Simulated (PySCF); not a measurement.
**urea: full NMR table**

* Formula: CH4N2O
* SMILES: NC(N)=O
* Point group of the computed structure: C2v
* Degrees of unsaturation: 1
* Carbon signals: 1
* Proton signals: 1

Atoms are numbered as in `[NH2:1][C:2]([NH2:3])=[O:4]`. Each H is labelled by its parent atom.

- coordinates at the PBE0-D3(BJ)/def2-SVP level
- spin–spin couplings from B3LYP/pcJ-1
- HF/pcSseg-2 with gauge-including orbitals
- code: PySCF
- one conformer, one averaged value for each set of equivalent atoms, no solvent model, non-relativistic Hamiltonian

References, each an isolated molecule treated in the same way: TMS for $^{1}$H and $^{13}$C; $^{15}$N vs NH3; $^{17}$O against H2O.

| carbon | δC, type | δH (multiplicity, J in Hz) | HMBC from (abs. J ≥ 3 Hz) | span of the C tensor (ppm) |
| --- | --- | --- | --- | --- |
| C2 | 162.9, C | – | – | 166 |

Other nuclei:
```json
{"atoms": "H(N1)/H(N3)", "nucleus": "$^{1}$H", "environment": "hydrogen on an amide-type nitrogen", "δ (ppm)": "3.94", "σ (ppm)": "27.74"}
{"atoms": "N1/N3", "nucleus": "$^{15}$N", "environment": "amide-type nitrogen", "δ (ppm)": "70.9", "σ (ppm)": "189.9"}
{"atoms": "O4", "nucleus": "$^{17}$O", "environment": "amide-type carbonyl oxygen", "δ (ppm)": "267.4", "σ (ppm)": "58.9"}
```

Selected couplings (Hz, signed; the shortest-range and largest first, 30 at most; isotopes $^{15}$N, $^{13}$C): $^{1}J$(N1,C2) -25.5.

1. δC 162.9: urea carbonyl carbon; it is a carbonyl in resonance with an O or N lone pair, the region of acids, esters and amides.
2. δH 3.94: hydrogen on an amide-type nitrogen; exchangeable, gas-phase position.

The OH or NH signal is concentration- and solvent-dependent in practice; the value given is the gas-phase one. Shifts are as computed, not scaled to solution data. Of 1211 compounds with measured shifts, 218 miss one by over three times the rms of a fit or turn the order of signals round; such compounds aren't used in these exercises. Hydrogen bonding in solution shields acid and N–H amide carbonyl oxygens by tens of ppm. Hydrogen bonding in solution deshields acid and N–H amide carbonyl carbons by as much as 10 ppm beyond these values. Unscaled 17O shifts of doubly bonded oxygen tend to come out too high, by tens of ppm or more. Experimental scales use liquid or dissolved standards, which lie at an offset from isolated NH3 (liquid NH3: subtract about 20 ppm) and H2O (liquid H2O: subtract about 36 ppm).
